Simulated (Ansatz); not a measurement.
A single-point calculation of CdSe built on the wurtzite prototype with Ansatz, at the level r2SCAN+SOC. The cell was relaxed with r2SCAN and then strained (uniaxial +3.0 % along z, other directions held), with the atoms relaxed again with r2SCAN; k points keep the names of the unstrained zone.

Input (YAML):
```yaml
crystal:
  lattice:
    - [4.3407236653, 0.0, 0.0]
    - [-2.1703618326, 3.759176965, 0.0]
    - [0.0, 0.0, 7.2889453619]
  atoms:
    - { symbol: Cd, position: [0.3333333333, 0.6666666667, 0.0023289217] }
    - { symbol: Cd, position: [0.6666666667, 0.3333333333, 0.5023289217] }
    - { symbol: Se, position: [0.3333333333, 0.6666666667, 0.3726710783] }
    - { symbol: Se, position: [0.6666666667, 0.3333333333, 0.8726710783] }
kpoints:
  mp_grid: { grid: [12, 12, 4] }
  band_path:
    path:
      - [0.0, 0.0, 0.0]
      - [0.5, 0.0, 0.0]
      - [0.3333333333, 0.3333333333, 0.0]
      - [0.0, 0.0, 0.5]
      - [0.5, 0.0, 0.5]
      - [0.3333333333, 0.3333333333, 0.5]
    npoints: 1
hamiltonian:
  xc: r2scan
scf:
  occupations: { method: fermi_dirac, width: 0.02 }
  n_extra_bands: 10
magnetization:
  noncollinear: true
  spin_orbit: true
output:
  forces: true
  stress: true
  eigenvalues: true
  write_density: true
  write_potential: true
  elf: true
  volumetric_format: npy
```

Q: It ran on 1 × NVIDIA H100 80GB HBM3 with 2 threads of AMD EPYC 7R13 Processor (Zen 3), with other jobs on the host. About how long did it take, and what peak of host memory did it reach?

A: About 25 s, with a peak of 1.8 GiB.

Q: Predict the output.

A: Main lines of the log:
```
scf.n_extra_bands = 10 over 72 filled bands (N_el = 72.0): the run solves 82 bands
Functional definition: r2SCAN
Crystal: 4 atoms, lattice volume = 118.938 Å³
Basis set: ecut = 500 eV, 2997 PW (Γ)
Symmetry: 12 space group operations + 12 with time reversal
Magnetic group: BNS 186.204 (UNI 1434)
k-points: 57 of 576 (time reversal used)
Projection manifold: j_resolved (fully-relativistic pseudo-atomic orbitals)
Free energy (F): -27472.925601 eV
Fermi energy:    6.993052 eV
--- Stress (GPa, compression-positive) ---
       -1.032769       0.000000       0.000000
        0.000000      -1.032769       0.000000
        0.000000       0.000000      -2.389092
  P = ⅓ Tr σ = -1.4849 GPa (-14.849 kbar)
--- Band table (eV; the first three rows and the last of 57) ---
  k-point 0: bands = […, 5.9032, 5.9032, 6.1372, 6.1372, 6.4716, 6.4716, 6.5644, 6.5644, 7.4205, 7.4205, 9.2144, 9.2144, 12.6352, 12.6352, …]
  k-point 1: bands = […, 5.7607, 5.7607, 5.9940, 5.9940, 6.2329, 6.2329, 6.4608, 6.4608, 8.3881, 8.3881, 9.2669, 9.2669, 12.4509, 12.4509, …]
  k-point 2: bands = […, 5.9858, 5.9858, 5.9858, 5.9858, 6.2210, 6.2210, 6.2210, 6.2210, 9.1914, 9.1914, 9.1914, 9.1914, 12.5365, 12.5365, …]
  k-point 56: bands = […, 4.1248, 4.1248, 4.2260, 4.2260, 5.2694, 5.2694, 5.3256, 5.3256, 10.3903, 10.3903, 10.4593, 10.4593, 12.3481, 12.3481, …]
```
Only the leading digits can be foreseen; the rest is this run's record.

The rows of the band table are 0: (0, 0, 0) = Γ, 1: (0, 0, 1/4), 2: (0, 0, -1/2) = A, 56: (1/3, 1/3, -1/2) = H.

The file bands.tsv (bands near the Fermi energy, numbered from 0, rounded):
```tsv
# k_distance	band_62	band_63	band_64	band_65	band_66	band_67	band_68	band_69	band_70	band_71	band_72	band_73	band_74	band_75	band_76	band_77	band_78	band_79
# fermi_ev = 6.993052
# [0, 0, 0] at k_distance = 0.000000
# [0.5, 0, 0] at k_distance = 0.835713
# [0.3333333333, 0.3333333333, 0] at k_distance = 1.318212
# [0, 0, 0.5] at k_distance = 2.375089
# [0.5, 0, 0.5] at k_distance = 3.210802
# [0.3333333333, 0.3333333333, 0.5] at k_distance = 3.693301
# levels_relative_to = fermi_ev
0.000	-1.322	-1.322	-1.090	-1.090	-0.856	-0.856	-0.521	-0.521	-0.429	-0.429	0.427	0.427	2.221	2.221	5.642	5.642	6.010	6.010
0.836	-3.999	-3.999	-3.061	-3.061	-2.210	-2.210	-1.851	-1.851	-1.226	-1.226	2.918	2.918	3.255	3.255	4.397	4.397	5.646	5.646
1.318	-4.068	-4.068	-3.369	-3.369	-2.374	-2.348	-2.348	-2.312	-2.100	-2.100	3.904	3.904	4.262	4.434	4.468	4.468	6.675	6.675
2.375	-3.162	-3.162	-1.007	-1.007	-1.007	-1.007	-0.772	-0.772	-0.772	-0.772	2.198	2.198	2.198	2.198	5.543	5.543	5.543	5.543
3.211	-4.514	-4.514	-1.957	-1.957	-1.957	-1.957	-1.725	-1.725	-1.725	-1.725	2.662	2.662	2.662	2.662	4.689	4.689	4.689	4.689
3.693	-4.342	-4.342	-2.868	-2.868	-2.767	-2.767	-1.724	-1.724	-1.667	-1.667	3.397	3.397	3.466	3.466	5.355	5.355	5.453	5.453
```
In order the rows are Γ, M, K, A, L, H.

Planar averages along the third cell vector, from rho_z.tsv and v_z.tsv (valence density with its augmentation; electrostatic potential energy of an electron, of which only differences have a meaning):
```csv
z (Å),ρ (e/Å³),v_es (eV)
0.00,1.368,2.97
0.27,1.032,4.41
0.67,0.264,7.03
0.94,0.094,9.09
1.21,0.061,10.41
1.62,0.085,10.61
1.89,0.139,9.17
2.16,0.274,7.26
2.43,0.726,6.09
2.83,1.212,3.91
3.10,0.871,2.27
3.37,1.108,1.78
3.78,1.271,3.70
4.05,0.732,5.19
4.32,0.264,7.03
4.72,0.069,9.90
4.99,0.062,10.69
5.26,0.085,10.61
5.53,0.139,9.17
5.94,0.442,6.62
6.21,1.066,5.53
6.48,1.212,3.91
6.88,0.926,1.82
7.15,1.295,2.23
```

r2SCAN+SOC gives a direct gap of 0.86 eV at Γ. The mean pressure at these positions is -1.48 GPa, compression counted positive.

(Simulation; no magnetic order is allowed.)
